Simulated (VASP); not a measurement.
# VASP 6.6.1 run: GaN

INCAR

```
LCHARG = .FALSE.
NSW = 0
PREC = Accurate
ISMEAR = -1
LWAVE = .FALSE.
SIGMA = 0.02
LREAL = .FALSE.
EDIFF = 1E-7
LMAXMIX = 4
NELM = 94
LASPH = .TRUE.
ISPIN = 2
GGA = PE
NBANDS = 16
ISIF = 2
IBRION = -1
ENCUT = 520
MAGMOM = 3 -3
```

KPOINTS

```
KPOINTS created by Atomic Simulation Environment
0
Gamma
10 10 10
0 0 0
```

POSCAR

```
Ga N
 1.0000000000000000
     0.0840594742000000    2.1925747120999999    2.1925747120999999
     2.1925747120999999    0.0840594742000000    2.1925747120999999
     2.1925747120999999    2.1925747120999999    0.0840594742000000
 Ga  N
   1   1
Cartesian
  0.0000000000000000  0.0000000000000000  0.0000000000000000
  2.2346044491999995  2.2346044491999995  2.2346044491999995
```

The recommended PBE PAW datasets give the neutral cell 18 valence electrons.

Command

```
mpirun -np 1 vasp_std
```

Question: Predict the outcome of this run.

Answer: It converged. Results: pressure -3.4 GPa; magnetic moment of the cell 0.00 μB.

OSZICAR

```
N       E                     dE             d eps       ncg     rms          rms(c)
DAV:   1     0.767072732104E+02    0.76707E+02   -0.92742E+03  8616   0.210E+03
DAV:   2    -0.428256387396E+01   -0.80990E+02   -0.75802E+02  8568   0.315E+02
DAV:   3    -0.867281002007E+01   -0.43902E+01   -0.43700E+01  8688   0.627E+01
DAV:   4    -0.871304044924E+01   -0.40230E-01   -0.40225E-01  9096   0.627E+00
DAV:   5    -0.871351672656E+01   -0.47628E-03   -0.47627E-03  8928   0.625E-01    0.226E+01
DAV:   6    -0.108766553572E+02   -0.21631E+01   -0.49231E+00  9624   0.493E+01    0.800E+00
DAV:   7    -0.111502467072E+02   -0.27359E+00   -0.47246E-01  9872   0.144E+01    0.258E+00
DAV:   8    -0.111519424577E+02   -0.16958E-02   -0.33809E-02  8616   0.284E+00    0.102E+00
DAV:   9    -0.111453467931E+02    0.65957E-02   -0.97609E-03  9104   0.126E+00    0.485E-01
DAV:  10    -0.111451450235E+02    0.20177E-03   -0.11136E-03 10520   0.702E-01    0.111E-01
DAV:  11    -0.111451693549E+02   -0.24331E-04   -0.20661E-04  9856   0.235E-01    0.522E-02
DAV:  12    -0.111452016495E+02   -0.32295E-04   -0.40180E-05  8128   0.644E-02    0.172E-02
DAV:  13    -0.111452002195E+02    0.14300E-05   -0.52238E-06  8920   0.435E-02    0.719E-03
DAV:  14    -0.111452000297E+02    0.18978E-06   -0.80373E-07  8184   0.871E-03    0.224E-03
DAV:  15    -0.111452000736E+02   -0.43906E-07   -0.10939E-07  7400   0.409E-03
   1 F= -.11145200E+02 E0= -.11145088E+02  d E =-.224530E-03  mag=    -0.0000
```

For comparison, a separate PBE run of the intended cell, on usual settings and not on those above, gives a gap of 0.07 eV on its mesh and a pressure of -3.4 GPa.
